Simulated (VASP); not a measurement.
Set up this calculation in VASP 6.6.1, as the native input.

- Task: single point
- Functional: LDA
- Potentials or basis: VASP PAW LDA potentials, release 64 (Mg, I)
- Cutoff: 520 eV
- k mesh: 9 × 9 × 4
- Occupations: gaussian, width 0.05 eV
- Spin: no spin polarisation
- Dipole correction: no
- Further INCAR settings: ALGO = Normal; EDIFF = 1e-07; NBANDS = 15

The structure of MgI2 lies in POSCAR:

```
MgI2
1.0
    4.2106071945      0.0000000000      0.0000000000
   -2.1053035973      3.6464927958      0.0000000000
    0.0000000000      0.0000000000      6.6777712150
Mg I
1 2
Direct
    0.0000000000      0.0000000000      0.0000000000
    0.3333333333      0.6666666667      0.7576300000
    0.6666666667      0.3333333333      0.2423700000
```

The input as run:

INCAR

```
PREC = Accurate ; ENCUT = 520
EDIFF = 1E-7 ; ISMEAR = 0
SIGMA = 0.05 ; LREAL = F
LASPH = T ; NELM = 60
ALGO = Normal ; ISIF = 2
LWAVE = F ; LCHARG = F
GGA = CA ; NBANDS = 15
```

KPOINTS

```
Automatic mesh
0
Gamma
  9 9 4
```

Potentials or basis: VASP PAW LDA potentials, release 64 (Mg, I).

The run is started by

```sh
$ cat potpaw_LDA.64/Mg/POTCAR potpaw_LDA.64/I/POTCAR > POTCAR
$ mpirun -np 1 vasp_std > vasp.out
```

It gave:

| Quantity | Value |
| --- | --- |
| Pressure | -1.5 GPa |
| Largest force | 0.036 eV/Å |
| Band gap on the k mesh | 3.13 eV, indirect (least direct gap 3.17 eV) |

Caveat: spin-orbit coupling is left out, which moves the levels of the heavy elements; an odd mesh through Γ misses points on the zone boundary, where band edges often lie.

It took 22 s on 1 thread of Intel(R) Xeon(R) 6975P-C (Granite Rapids), with other jobs on the host, peak memory 0.22 GiB.
